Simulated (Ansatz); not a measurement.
Write the native input for Ansatz 0.2.0 that does the following.

| Item | Value |
| --- | --- |
| Task | relaxation of cell and atoms |
| Functional | PBEsol |
| Potentials or basis | all-electron LAPW, scalar-relativistic |
| Basis error allowed | 0.001 eV/atom |
| k mesh | 12 × 12 × 12 |
| Occupations | fermi-dirac, width 0.05 eV |
| Spin | no spin polarisation |
| Target pressure | 20 GPa |

The system is Rh.

```
Rh
1.0
     0.00000    1.89785    1.89785
     1.89785    0.00000    1.89785
     1.89785    1.89785    0.00000
Rh
1
Direct
  0.00000 0.00000 0.00000
```

The input as run:

input.yaml

```yaml
crystal:
  lattice:
    - [0.0, 1.89785, 1.89785]
    - [1.89785, 0.0, 1.89785]
    - [1.89785, 1.89785, 0.0]
  atoms:
    - { symbol: Rh, position: [0.0, 0.0, 0.0] }
kpoints:
  mp_grid: { grid: [12, 12, 12] }
scf:
  occupations: { method: fermi_dirac, width: 0.05 }
hamiltonian:
  xc: pbesol
  pseudopotentials: { kind: all_electron, lapw: { basis_error: 0.001 } }
output:
  forces: true
  stress: true
relax:
  f_tol: 0.005
  max_steps: 60
  cell: { p_target: 20 }
```

Potentials or basis: all-electron LAPW, scalar-relativistic.

Launch:

```sh
$ ansatz run input.yaml --threads 1 --pin off --max-ram 3072MiB --backend cpu --events-out ev --progress --plain --runs-dir out
```

It gave:

The relaxed volume is 12.73 Å³/atom. The relaxed cell is a = 2.621 Å, b = 2.621 Å, c = 2.621 Å, α = 60.00°, β = 60.00°, γ = 60.00°. The space group after relaxing (to 0.05 Å) is Fm-3m (No. 225). The energy change on relaxing (the enthalpy is what falls) is +42.8 meV/atom, the ionic steps are 5 and the pressure after relaxing is 20.0 GPa.

Run time: 23 s on 1 thread of Arm Neoverse V1 (shared host), peak memory 0.28 GiB.
